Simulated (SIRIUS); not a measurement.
Zn, 2 atoms in the cell. Symmetry: P6_3/mmc, No. 194, hexagonal system. The conventional cell has a = 2.670 Å, b = 2.670 Å, c = 4.966 Å, α = 90.00°, β = 90.00°, γ = 120.00°. Zn (site symmetry -6m2) has 12 Zn at 2.67 to 2.92 Å as nearest neighbours. 

```yaml
Program: SIRIUS 7.10.0
Task: single point
Functional: PBEsol
Potentials_or_basis: PseudoDojo 0.4.1 PBEsol standard (scalar relativistic)
Cutoff: 1152 eV
Density_cutoff: 4606 eV
k_mesh: 11 × 11 × 6
Occupations: fermi-dirac, width 0.05 eV
Spin: no spin polarisation
Libxc_names: "[\"XC_GGA_X_PBE_SOL\", \"XC_GGA_C_PBE_SOL\"]"
Energy_tol: 1e-08 Ha
Density_tol: 1e-06
Mixer: anderson
Mixing_beta: 0.7
Max_scf: 100
Radial_cutoff_for_the_potentials'_integrals: 6.5 bohr
```

Potentials or basis: PseudoDojo 0.4.1 PBEsol standard (scalar relativistic).

Command:

```bash
$ upf_to_json Zn.upf
$ OMP_NUM_THREADS=1 sirius.scf --input=sirius.json --output=out.json --task=0
```

Hardware: 1 thread of Arm Neoverse V2, on a shared host.

**Question.** Estimate the wall time of this run.

**Answer.** Run time: 71 s on 1 thread of Arm Neoverse V2, on a shared host, peak memory 0.45 GiB. Counts: scf iterations 11, k points 64, plane waves 2745, bands 29.
